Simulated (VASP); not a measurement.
Set up this calculation in VASP 6.6.1, as the native input.

```yaml
Task: single point
Functional: PBEsol
Potentials_or_basis: VASP PAW PBE potentials, release 64 (Zn, S)
Cutoff: 520 eV
k_mesh: 9 × 9 × 12
Occupations: gaussian, width 0.02 eV
Spin: no spin polarisation
Dipole_correction: no
Further_INCAR_settings: ALGO = Fast; EDIFF = 1e-06; NBANDS = 16; ISYM = 0
```

The structure of ZnS lies in POSCAR:

```
ZnS
1.0
    4.0010046268      0.0000000000      0.0000017354
   -2.0005023134      3.4649716475     -0.0000017354
    2.0005035694     -1.1549912743      2.9902126704
Zn S
1 1
Direct
    0.0046761720     -0.0046761720     -0.0140284077
    0.7453238280      0.2546761720      0.7640284077
```

Measurements of this composition are mostly on another form, of space group No. 216.

These files were run (other wordings do the same):

INCAR

```
ALGO = Fast ; EDIFF = 1E-6
ENCUT = 520 ; GGA = PS
ISIF = 2 ; ISMEAR = 0
ISYM = 0 ; LASPH = T
LCHARG = F ; LREAL = F
LWAVE = F ; NBANDS = 16
NELM = 100 ; PREC = Accurate
SIGMA = 0.02
```

KPOINTS

```
k-points
0
Gamma
  9 9 12
```

Potentials or basis: VASP PAW PBE potentials, release 64 (Zn, S).

The run is started by

```console
$ cat potpaw_PBE.64/Zn/POTCAR potpaw_PBE.64/S/POTCAR > POTCAR
$ mpirun -np 1 vasp_std > vasp.out
```

It gave:

```json
{
  "Pressure": "-4.7 GPa",
  "Band gap on the k mesh": "1.47 eV, direct"
}
```

Caveat: the PAW data sets were made with another functional, which shifts forces and pressure a little; an odd mesh through Γ misses points on the zone boundary, where band edges often lie.

Run time: 2.4 min on 1 thread of Intel(R) Xeon(R) 6975P-C (Granite Rapids), with other jobs on the host, peak memory 0.41 GiB.
